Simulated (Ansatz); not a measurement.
GaN (F-43m): G0W0 and the treatment of frequencies and band sums

```
CELL_PARAMETERS angstrom
0.00000 2.23000 2.23000
2.23000 0.00000 2.23000
2.23000 2.23000 0.00000
ATOMIC_POSITIONS crystal
Ga 0.00000 0.00000 0.00000
N 0.25000 0.25000 0.25000
```

Held fixed (Ansatz):

```
orbitals            : PBE
datasets            : hard PAW set made for 700 eV
k mesh              : 4×4×4
response cutoff     : 200 eV
wave cutoff         : 700 eV
spin-orbit coupling : off
```

The gap is read direct at Γ, linearised, between the Kohn-Sham band edges among the points solved. The direct gap is read between the top filled and lowest empty Kohn-Sham band at Γ. ε∞ is the electronic dielectric constant on this mesh. Runs with cut sums weigh the q → 0 term analytically. The completed-sum build treats it its own way, which on a coarse mesh shifts the gap as well.

| treatment | KS gap (eV) | G0W0 gap (eV) | direct at Γ (eV) | ε∞ |
| --- | --- | --- | --- | --- |
| contour deformation, sums cut at 143 empty bands | 1.92 | 3.02 | 3.02 | 8.6 |
| plasmon pole fitted at 22.3i eV, sums cut at 143 empty bands | 1.92 | 2.99 | 2.99 | 8.6 |
| contour deformation, 59 empty bands and completed sums (trial build, its own q → 0 term) | 1.92 | 3.24 | 3.24 | 8.6 |

Farthest from contour deformation, sums cut at 143 empty bands in the G0W0 gap: contour deformation, 59 empty bands and completed sums (trial build, its own q → 0 term) (+0.21 eV). The nearest differs by 0.038 eV.

The cell is a model at fixed atoms and needn't be the relaxed known crystal. The mesh is coarse, so these are values at the stated settings, not converged ones. Band sums or response are cut, so the gap isn't at its basis limit. Filled d shells converge slowest, and with PAW files the limit can differ from the all-electron one by tenths of an eV. Meshes this coarse can overestimate the dielectric constant by a tenth and more.
